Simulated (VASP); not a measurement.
Set up this calculation in VASP 6.6.1, as the native input.

* Task: relaxation of cell and atoms
* Functional: PBE
* Potentials or basis: VASP PAW PBE potentials, release 64 (In_d, Pd)
* Cutoff: 600 eV
* k mesh: 8 × 8 × 8
* Occupations: fermi-dirac, width 0.05 eV
* Spin: no spin polarisation
* Further INCAR settings: ALGO = Normal; EDIFF = 1e-07; IBRION = 2; EDIFFG = -0.01; NSW = 60; ISIF = 3

The structure of InPd lies in POSCAR:

```
InPd
1.0
    3.2718847800      0.0000000000      0.0000000000
    0.0000000000      3.2718847800      0.0000000000
    0.0000000000      0.0000000000      3.2718847800
In Pd
1 1
Direct
    0.0000000000      0.0000000000      0.0000000000
    0.5000000000      0.5000000000      0.5000000000
```

The cell comes from a database or a generator and needn't be the stable form of this composition.

These files were run (other wordings do the same):

INCAR

```
SYSTEM = InPd
ALGO = Normal
EDIFF = 1E-7
EDIFFG = -0.01
ENCUT = 600
GGA = PE
IBRION = 2
ISIF = 3
ISMEAR = -1
LASPH = .TRUE.
LCHARG = .FALSE.
LREAL = .FALSE.
LWAVE = .FALSE.
NELM = 80
NSW = 60
PREC = Accurate
SIGMA = 0.05
```

KPOINTS

```
k-points
0
G
  8 8 8
  0 0 0
```

Potentials or basis: VASP PAW PBE potentials, release 64 (In_d, Pd).

Run with:

```sh
$ cat potpaw_PBE.64/In_d/POTCAR potpaw_PBE.64/Pd/POTCAR > POTCAR
$ mpirun -np 1 vasp_std > vasp.out
```

It gave:

| Item | Value |
| --- | --- |
| Relaxed volume | 18.04 Å³/atom |
| Relaxed cell | a = 3.304 Å, b = 3.304 Å, c = 3.304 Å, α = 90.00°, β = 90.00°, γ = 90.00° |
| Space group after relaxing (to 0.05 Å) | Pm-3m (No. 221) |
| Energy gained by relaxing | 5.9 meV/atom |
| Ionic steps | 3 |
| Pressure after relaxing | 0.0 GPa |
| Band gap on the k mesh | none (metal or under the smearing width) |

Run time: 30 s on 1 thread of Intel(R) Xeon(R) Platinum 8559C (Emerald Rapids) (shared host), peak memory 0.17 GiB.
